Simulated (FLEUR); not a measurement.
BaTiO3 (Barioperovskite):

```
CELL_PARAMETERS angstrom
3.98550 0.00000 0.00000
0.00000 2.83690 2.84515
0.00000 -2.83690 2.84515
ATOMIC_POSITIONS crystal
Ba 0.00000 0.00000 0.00000
Ti 0.50000 0.51240 0.51240
O 0.50000 0.99184 0.50524
O 0.50000 0.50524 0.99184
O 0.00000 0.48740 0.48740
```

Base run:

```yaml
Program: FLEUR MaX-R8.1 (later development tree)
Functional: r2SCAN
Potentials_or_basis: all-electron
Basis: FLAPW
Kmax: 5.13 1/bohr
k_mesh: 7 × 7 × 7
Occupations: fermi-dirac, width 0.05 eV
Spin: no spin polarisation
```

Its results: band gap on the k mesh 2.32 eV, indirect (least direct gap 2.44 eV).

Q: The run is repeated on the same cell with these changes: functional from r2SCAN to PBEsol. What comes out?

A: Band gap on the k mesh 1.93 eV, indirect (least direct gap 2.03 eV).

r2SCAN gives the wider gap, since meta-GGAs in the generalised Kohn-Sham scheme recover part of the derivative discontinuity.

Caveats: spin-orbit coupling is left out, which moves the levels of the heavy elements; the meta-GGA is that of a development version, with a GGA for the radial functions and cores and without core tails (some runs).

A k mesh can miss the band edges.

Not every run made on this cell is shown here.
